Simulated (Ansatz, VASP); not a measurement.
**One calculation of Ba, two programs**

Contents of INCAR:

```
SYSTEM = Ba
ALGO = Normal
EDIFF = 1E-6
ENCUT = 520
GGA = PS
ISIF = 2
ISMEAR = 0
LASPH = .True.
LCHARG = .True.
LELF = .True.
LREAL = .False.
LVHAR = .True.
LWAVE = .False.
NBANDS = 11
NELM = 100
PREC = Accurate
SIGMA = 0.02
```

File KPOINTS:

```
k-points
0
Gamma
  7 7 7
  0 0 0
```

POSCAR

```
Ba
1.0
    3.9177175405      0.0000000000      0.0000000000
    0.0000000000      3.9177175405      0.0000000000
    0.0000000000      0.0000000000      3.9177175405
Ba
1
Direct
    0.0000000000      0.0000000000      0.0000000000
```

input.yaml

```yaml
crystal:
  lattice:
    - [3.9177175405, 0.0, 0.0]
    - [0.0, 3.9177175405, 0.0]
    - [0.0, 0.0, 3.9177175405]
  atoms:
    - { symbol: Ba, position: [0.0, 0.0, 0.0] }
kpoints:
  mp_grid: { grid: [7, 7, 7] }
scf:
  occupations: { method: gaussian, width: 0.02 }
hamiltonian:
  xc: pbesol
  pseudopotentials: { kind: all_electron, lapw: { basis_error: 0.001 } }
output:
  forces: true
  stress: true
  eigenvalues: true
```

This isn't the form of Ba at room conditions, which is bcc.

Alike in both runs: task single point; functional PBEsol; k mesh 7 × 7 × 7; occupations gaussian, width 0.02 eV; no spin polarisation.

|  | VASP | Ansatz |
| --- | --- | --- |
| version | VASP 6.6.1 | Ansatz 0.2.0 |
| potentials or method | VASP PAW PBE potentials, release 64 (Ba_sv) | all-electron LAPW, scalar-relativistic |
| plane-wave cutoff (eV) | 520 | see its input |

Ansatz gave:

| Property | Result |
| --- | --- |
| gap on the k mesh at the Fermi level (eV) | 0.12 |
| least direct gap on the mesh (eV) | 0.22 |
| pressure (GPa) | -0.5 |

What did VASP give for the same quantities?

gap on the k mesh at the Fermi level (eV): 0.11; least direct gap on the mesh (eV): 0.22; pressure (GPa): -0.4.

Ansatz ran all-electron here, so the differences hold the error of VASP's frozen core and of both bases.

Caveats: spin-orbit coupling is left out, which moves the levels of the heavy elements; an odd mesh through Γ misses points on the zone boundary, where band edges often lie; the PAW data sets were made with another functional, which shifts forces and pressure a little (VASP).
